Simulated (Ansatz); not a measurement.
# AlN: response to strain

AlN is deformed so: zz strain of +1 %. What stress and forces result, by LAPW, PAW and all-electron datasets made for the crystal?

Method: DFT LDA, scalar-relativistic, in Ansatz 0.2.0.

### Step 1. The structure to begin with

The structure is cubic, space group Fm-3m (No. 225). Conventional cell: a = 3.956 Å, b = 3.956 Å, c = 3.956 Å, α = 90.00°, β = 90.00°, γ = 90.00°. Al (site symmetry m-3m) has 6 N at 1.98 Å as nearest neighbours. N (site symmetry m-3m) is surrounded by 6 Al at 1.98 Å.

As a file:

```cif
data_structure
_symmetry_space_group_name_H-M 'Fm-3m'
_symmetry_Int_Tables_number 225
_cell_length_a 3.9560
_cell_length_b 3.9560
_cell_length_c 3.9560
_cell_angle_alpha 90.000
_cell_angle_beta 90.000
_cell_angle_gamma 90.000
_cell_volume 61.91
loop_
_atom_site_label
_atom_site_type_symbol
_atom_site_symmetry_multiplicity
_atom_site_Wyckoff_symbol
_atom_site_fract_x
_atom_site_fract_y
_atom_site_fract_z
_atom_site_occupancy
Al1 Al 4 a 0.00000 0.00000 0.00000 1
N1 N 4 b 0.50000 0.00000 0.00000 1
```

The file gives the conventional cell by its symmetry; the runs use the cell typed in the input.

Atoms are numbered in the order of the input: Al1, N2.

### Step 2. The deformed structure

Space group Fm-3m before, I4/mmm after.

### Step 3. All-electron LAPW

input.yaml reads:

```yaml
crystal:
  lattice:
    - [0.0, 1.978, 1.99778]
    - [1.978, 0.0, 1.99778]
    - [1.978, 1.978, 0.0]
  atoms:
    - { symbol: Al, position: [0.0, 0.0, 0.0] }
    - { symbol: "N", position: [0.5, 0.5, 0.5] }
kpoints:
  mp_grid: { grid: [12, 12, 12] }
  band_path:
    path:
      - [0.0, 0.0, 0.0]
      - [0.0, 0.5, 0.5]
      - [0.25, 0.75, 0.5]
      - [0.0, 0.5, 0.0]
      - [0.0, 0.0, 0.0]
      - [0.5, 0.5, 0.0]
      - [0.3725370062, 0.6274629938, 0.0]
      - [-0.3725370062, 0.3725370062, 0.0]
      - [0.0, 0.0, 0.0]
    npoints: 5
scf:
  occupations: { method: fermi_dirac, width: 0.01 }
hamiltonian:
  xc: lda
  pseudopotentials: { kind: all_electron, lapw: { basis_error: 0.0005 } }
output:
  forces: true
  stress: true
  eigenvalues: true
```

Run with:

```bash
ansatz run input.yaml --threads 1 --pin off --max-ram 3072MiB --backend cpu --events-out ev --progress --plain --runs-dir out
```

### Step 4. PAW on the default files

input.yaml reads:

```yaml
crystal:
  lattice:
    - [0.0, 1.978, 1.99778]
    - [1.978, 0.0, 1.99778]
    - [1.978, 1.978, 0.0]
  atoms:
    - { symbol: Al, position: [0.0, 0.0, 0.0] }
    - { symbol: "N", position: [0.5, 0.5, 0.5] }
kpoints:
  mp_grid: { grid: [12, 12, 12] }
scf:
  occupations: { method: fermi_dirac, width: 0.01 }
hamiltonian:
  xc: lda
  pseudopotentials: { kind: paw }
output:
  forces: true
  stress: true
  eigenvalues: true
  efg: { contact_densities: true }
```

### Step 5. Datasets made for this crystal

input.yaml: that of step 4 with these lines changed.

```diff
@@ -14,3 +14,3 @@
   xc: lda
-  pseudopotentials: { kind: paw }
+  pseudopotentials: { kind: all_electron, datasets: crystal }
 output:
```

(Steps that only read results are left out.)

Before running it: what results should come out? Wanted: pressure; largest shear or deviatoric stress.

As calculated:

```
                                 quantity                                           value
                                 pressure  LAPW 9.34, PAW 9.32, crystal datasets 9.35 GPa
largest shear or deviatoric stress (LAPW)                                        2.43 GPa
```

The largest part of the stress beyond the pressure is 2.43 GPa in size, in the zz component; the atoms are carried along and not relaxed. No run of the undeformed cell stands beside it, so the pressure holds what the given cell had before the change. PAW: stress within 0.03 GPa of LAPW. Crystal datasets: stress within 0.01 GPa of LAPW.
